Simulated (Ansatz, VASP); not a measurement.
## One calculation of Cd, two programs

```
Cd
1.0
     2.99670    0.00000    0.00000
     0.00000    2.99670    0.00000
     0.00000    0.00000    2.99670
Cd
1
Direct
  0.00000 0.00000 0.00000
```

Alike in both runs: functional PBE; k mesh 14 × 14 × 14; occupations fermi-dirac, width 0.05 eV; no spin polarisation.

Ansatz relaxed the structure, and its values are those at the end. VASP's run is a single point on that final structure, the one shown.

```csv
,VASP,Ansatz
version,VASP 6.6.1,Ansatz 0.2.0
potentials or method,"VASP PAW PBE potentials, release 64 (Cd)","PAW with Ansatz's default frozen-core files, scalar-relativistic"
plane-wave cutoff (eV),520,420
valence electrons in the cell,12,20
```

VASP gave:

```
pressure (GPa) : 0.2
```

What did Ansatz give for the same quantities?

Pressure (GPa): 0.0.

With one functional, cell and mesh, what is left measures potentials, basis and numerics. The two sets of potentials don't hold the same shells in valence.
